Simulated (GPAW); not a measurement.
Zr in GPAW: the effect of strain uniaxial z

Zr:

```
CELL_PARAMETERS angstrom
3.23200 0.00000 0.00000
-1.61600 2.79899 0.00000
0.00000 0.00000 4.94112
ATOMIC_POSITIONS crystal
Zr 0.66667 0.33333 0.75000
Zr 0.33333 0.66667 0.25000
```

Alike in all runs:

* Program: GPAW 26.7.0
* Task: single point
* Functional: PBEsol
* Potentials or basis: PAW data sets generated in the run's folder for this functional
* Cutoff: 600 eV
* Basis: pw
* k mesh: 9 × 9 × 5
* Occupations: fermi-dirac, width 0.05 eV
* Spin: no spin polarisation
* Maxiter: 150

| strain uniaxial z | pressure (GPa) |
| --- | --- |
| -0.04 | 0.6 |
| -0.02 | -1.6 |
| -0.01 | -2.6 |
| 0 | ? |
| 0.01 | -4.5 |
| 0.02 | -5.4 |
| 0.04 | -7.0 |

**Question.** What does the run with strain uniaxial z 0 give?

**Answer.** Pressure -3.6 GPa.

Worked out: A parabola through the other rows of the pressure, of slope -95 GPa per unit of strain uniaxial z there, gives -3.6 GPa, against the run's -3.6.

Caveats: the density grid can change from cell to cell, which puts small steps into energies and stress.
